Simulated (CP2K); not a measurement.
Runs of CP2K 2026.2 on CuO. The typed cell holds 4 atoms: a = 2.883 Å, b = 2.899 Å, c = 5.178 Å, α = 95.58°, β = 94.58°, γ = 73.84°. 

```tsv
task	level	potentials or basis	smearing	EPS_DEFAULT	NGRIDS	CUTOFF of the grids	points a segment of the path (NPOINTS)	bands added on the path	gap on the mesh (eV)	pressure (GPa)	largest force (eV/Å)
single point	PBE	POTENTIAL_UZH Cu GTH-PBE-q11, O GTH-PBE-q6; TZVP-MOLOPT-PBE-GTH basis	fermi-dirac 0.05 eV	1.0E-10	5	600 Ry	-	-	none	102.0	43.10
band structure	PBEsol	POTENTIAL_UZH Cu GTH-PBE-q11, O GTH-PBE-q6; TZVP-MOLOPT-PBE-GTH basis	fermi-dirac 0.05 eV	1.0E-10	4	600 Ry	6	2	none	94.8	(b)
band structure	LDA	GTH_POTENTIALS Cu GTH-PADE-q11, O GTH-PADE-q6; TZVP-MOLOPT-PBE-GTH basis	fermi-dirac 0.1 eV	1.0E-9	4	600 Ry	6	2	none	85.9	41.34
band structure	PBE	POTENTIAL_UZH Cu GTH-PBE-q11, O GTH-PBE-q6; TZVP-MOLOPT-PBE-GTH basis	fermi-dirac 0.1 eV	1.0E-10	5	600 Ry	8	6	none	(a)	43.10
band structure	r2SCAN	POTENTIAL_UZH Cu GTH-SCAN-q11, O GTH-SCAN-q6; TZVP-MOLOPT-SCAN-GTH basis	fermi-dirac 0.05 eV	1.0E-9	4	850 Ry	8	4	none	94.8	43.01
```

Alike in all rows: no spin polarisation; cell all atoms moved at random, sigma 0.25 Å a component, cell strained at random, sigma 0.03; k mesh 10 × 10 × 5.

Fill in the values left out.

(a) 102.2; (b) 42.61.

Caveats: the cell as given lies far from equilibrium; so large a pressure means that the cell lies far from this level's equilibrium, or that cutoff or potentials fall short; the basis of atomic orbitals isn't converged, which shifts pressures, moduli and gaps; the run has no spin polarisation, though such a crystal can be magnetic; semilocal functionals often make such compounds metallic where correlation or magnetic order opens a gap, which also shifts bond lengths; forces of over 1 eV/Å show positions far from the minimum, so gaps and moduli don't describe the material at rest (some runs); the potentials were made for another functional, which shifts forces and pressure (some runs).

A gap of «none» marks a metal or a gap under the smearing width.
